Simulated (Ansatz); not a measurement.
# Trial structures of SiGe5: starts and ends

Computed with DFT PBE, scalar-relativistic, plane waves, PAW in Ansatz 0.2.0. All cells share a 420 eV cutoff and Γ-centred k meshes spaced at most about 0.3 Å⁻¹ (about 0.25 or finer for metals, 2π included). No spin polarisation in the final relaxations.

Each guess was relaxed in cell and atoms at zero pressure, within the symmetry of its start. These are static total energies at zero pressure. Coordination counts Ge atoms around Si (those within 1.25 times the shortest such distance or 1.15 times the sum of covalent radii; a plus sign parts nearer from farther groups; the shortest distance is added where it is long for a bond). For orderings, «n of Z unlike» gives the unlike atoms among the Z nearest shared sites at the start, averaged over those sites.

```tsv
guess	made from	start group	V start (Å³/atom)	end group	V end (Å³/atom)	coordination at the end	gap on mesh (eV)	E over the lowest end (meV/atom)
1	Si/Ge on fcc sites, 2.0 of 12 unlike	P-3m1	18.6	P-3m1	19.0	Si 6 from 2.8 Å	0	3
2	Si/Ge on fcc sites, 3.3 of 12 unlike	Pmmm	18.6	Pmmm	18.8	Si 8+2 from 2.8 Å	0	0
3	Si/Ge on fcc sites, 2.7 of 12 unlike	P4/mmm	18.6	P4/mmm	18.7	Si 8 from 2.8 Å	0	0
4	Si/Ge on hcp sites, 2.0 of 12 unlike	P-6m2	18.6	P-6m2	18.6	Si 6 from 2.8 Å	0	2
5	Si/Ge on hcp sites, 4.0 of 12 unlike	P-62m	18.6	?	?	?	?	?
```

Guess 5 as it starts:

Space group P-62m (No. 189). a = 5.150 Å, b = 5.150 Å, c = 4.860 Å, α = 90.00°, β = 90.00°, γ = 120.00°
| atom | site | symmetry | x | y | z |
| --- | --- | --- | --- | --- | --- |
| Si | 1a | -62m | 0.0000 | 0.0000 | 0.0000 |
| Ge | 2c | -6.. | 0.3333 | 0.6667 | 0.0000 |
| Ge | 3g | m2m | 0.6667 | 0.6667 | 0.5000 |

**Question.** Fill in the missing row: what does this guess relax into, and where does it rank?

**Answer.** It ends in Si and Ge ordered on hcp sites, space group P-62m (No. 189), with a = 5.072 Å, c = 5.032 Å, 18.7 Å³/atom and no gap. It lies 15 meV/atom over the lowest end, above guess 1 and so the highest of the set. Counting Ge atoms around Si, this end has Si 12 from 2.9 Å and the lowest (guess 3) has Si 8 from 2.8 Å.

```
Si Ge
1.0
     5.07181    0.00000    0.00000
    -2.53590    4.39231    0.00000
     0.00000    0.00000    5.03183
Si Ge
1 5
Direct
  0.00000 0.00000 0.00000
  0.33333 0.66667 0.00000
  0.66667 0.33333 0.00000
  0.67257 0.67257 0.50000
  0.32743 0.00000 0.50000
  0.00000 0.32743 0.50000
```

Energies over the elements count from the elements' standard structures at the same level, with no fitted energy shifts.

**Question.** Is the lowest end bound against the elements?

**Answer.** No: its formation energy is +0.38 eV/atom. It can't be a ground state, since the elements alone are lower.

For metals, differences of a few meV/atom aren't resolved. No dispersion correction is applied, so the spacing and binding between layers, chains or molecules are poorly described (P-3m1), and this can change margins and order among such cells. Cells relaxed within their symmetry can be saddle points. A lower structure may well exist outside this small set. Some structure types and database cells were kept out of the candidates from the start, so a known form may be missing.
